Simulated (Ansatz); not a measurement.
# Ti: the cost of one run

Program: Ansatz 0.2.0. Level of theory: DFT PBE, scalar-relativistic. These are calculated values, not measurements.

## 1. The system as given

The structure is hexagonal, space group P6_3/mmc (No. 194). The conventional cell has a = 2.950 Å, b = 2.950 Å, c = 4.686 Å, α = 90.00°, β = 90.00°, γ = 120.00°. Around Ti (site symmetry -6m2) lie 12 Ti at 2.90 to 2.95 Å.

As a file:

```
Ti
1.0
     2.95000    0.00000    0.00000
    -1.47500    2.55477    0.00000
     0.00000    0.00000    4.68600
Ti
2
Direct
  0.33333 0.66667 0.25000
  0.66667 0.33333 0.75000
```

Atoms are numbered in the order of the input: Ti1, Ti2.

## 2. After the deformation

Space group P6_3/mmc before, P-1 after.

## 3. LAPW, all electrons

input.yaml reads:

```yaml
crystal:
  lattice:
    - [2.9499978604, -0.0442499679, -0.0442499679]
    - [-1.5133205265, 2.5768980722, -0.0161966124]
    - [-0.07029, -0.07029, 4.686]
  atoms:
    - { symbol: Ti, position: [0.3333333333, 0.6666666667, 0.25] }
    - { symbol: Ti, position: [0.6666666667, 0.3333333333, 0.75] }
kpoints:
  mp_grid: { grid: [13, 13, 7] }
  band_path:
    path:
      - [0.0, 0.0, 0.0]
      - [0.0, 0.0, 0.5]
      - [-0.5, 0.5, 0.0]
      - [0.0, 0.0, 0.0]
      - [0.0, -0.5, 0.0]
      - [-0.5, 0.0, 0.5]
      - [0.0, 0.0, 0.0]
      - [-0.5, 0.0, 0.0]
      - [0.0, -0.5, 0.5]
    npoints: 5
scf:
  occupations: { method: fermi_dirac, width: 0.08 }
hamiltonian:
  xc: pbe
  pseudopotentials: { kind: all_electron, lapw: { basis_error: 0.0005 } }
output:
  forces: true
  stress: true
  eigenvalues: true
```

Launch:

```sh
ansatz run input.yaml --threads 1 --pin off --max-ram 3072MiB --backend cpu --events-out ev --progress --plain --runs-dir out
```

**Question.** How long does this run take on 1 thread of Intel Xeon 6975P-C (Granite Rapids), shared host, and how much memory does it need?

About 41 s, with a peak of 1.1 GiB.
